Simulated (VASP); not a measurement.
Co:

```
CELL_PARAMETERS angstrom
2.47200 0.00000 0.00000
-1.23600 2.14081 0.00000
0.00000 0.00000 4.02114
ATOMIC_POSITIONS crystal
Co 0.66667 0.33333 0.75000
Co 0.33333 0.66667 0.25000
```

```yaml
Program: VASP 6.6.1
Task: single point
Functional: PBEsol
Potentials_or_basis: VASP PAW PBE potentials, release 64 (Co)
Cutoff: 520 eV
k_mesh: 12 × 12 × 7
Occupations: fermi-dirac, width 0.05 eV
Spin: collinear spin, ferromagnetic start
Starting_moments: "[2.0, 2.0] μB"
```

On this cell: pressure -6.6 GPa; largest force under 0.003 eV/Å; net moment 3.18 μB per cell; site moments Co +1.60 μB; band gap on the k mesh none (metal or under the smearing width).

The same run follows on a disturbed copy (atoms moved at random, drawn with an rms of 0.05 Å):

```
Co
1.0
     2.47200    0.00000    0.00000
    -1.23600    2.14081    0.00000
     0.00000    0.00000    4.02114
Co
2
Direct
  0.66485 0.31270 0.74273
  0.34334 0.65289 0.24011
```

**Question.** What changes?

**Answer.** The energy (extrapolated to zero smearing) moves by +0.6 meV/atom; pressure -6.5 GPa; largest force 0.091 eV/Å; net moment 3.19 μB per cell; site moments Co +1.60 μB; band gap on the k mesh none (metal or under the smearing width).

Forces in eV/Å, atoms in the order of the input:
```
Co   0.054  0.038 -0.063
Co  -0.054 -0.038  0.063
```

Stress tensor (GPa, compression positive):
```
-5.86 -0.36 -0.03
-0.36 -5.36 -0.02
-0.03 -0.02 -8.35
```

Caveats: the PAW data sets were made with another functional, which shifts forces and pressure a little.
